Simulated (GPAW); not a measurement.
A run of GPAW 26.7.0 is set up as follows.

File run.py:

```python
from ase.dft.bandgap import bandgap
from ase.io import read, write
from ase.units import GPa
from gpaw import GPAW, PW, setup_paths

setup_paths.insert(0, '.')

atoms = read('POSCAR')

calc = GPAW(mode=PW(600),
            xc='PBEsol',
            kpts={'size': (8, 8, 8), 'gamma': True},
            occupations={'name': 'methfessel-paxton', 'order': 0, 'width': 0.02},
            nbands=18,
            convergence={'density': 1e-05, 'energy': 1e-05},
            maxiter=150,
            txt='gpaw.txt')
atoms.calc = calc
energy = atoms.get_potential_energy()
forces = atoms.get_forces()
stress = atoms.get_stress()
calc.write('gs.gpw')
write('result.traj', atoms)
print(f'Energy: {energy:.6f} eV')
print('Forces (eV/A):')
print(forces.round(4))
print('Stress (GPa):', (stress / GPa).round(3))
print('Fermi level:', round(calc.get_fermi_level(), 4), 'eV')
print(f'Gap: {bandgap(calc)[0]:.4f} eV, direct: {bandgap(calc, direct=True)[0]:.4f} eV')
```

File POSCAR:

```
InP
1.0
    0.0000000000      2.9305000000      2.9305000000
    2.9305000000      0.0000000000      2.9305000000
    2.9305000000      2.9305000000      0.0000000000
In P
1 1
Direct
    0.0000000000      0.0000000000      0.0000000000
    0.7500000000      0.7500000000      0.7500000000
```

Potentials or basis: PAW data sets generated in the run's folder for this functional, pw.

Launch:

```sh
$ gpaw-setup -f PBEsol In P
$ OMP_NUM_THREADS=1 python run.py
```

(1) What does it give for the band gap on the k mesh?

(2) Estimate the pressure.

## Answers

(1) 0.61 eV, direct.

(2) 0.4 GPa.

Caveat: spin-orbit coupling is left out, which moves the levels of the heavy elements.

**Measured values to compare with.**

From a printed reference work, data compilation, for a bulk crystal of InP at 1.6 K: band gap 1.4236 eV (direct).

Against the measured gap of InP, 1.4236 eV (direct; 1.6 K; a printed reference work, data compilation), the calculated 0.61 eV is off by -0.81 eV. Spin-orbit coupling on In is left out. The value is that of PBEsol, without temperature or zero-point motion. Semilocal functionals fall short of measured gaps as a rule.
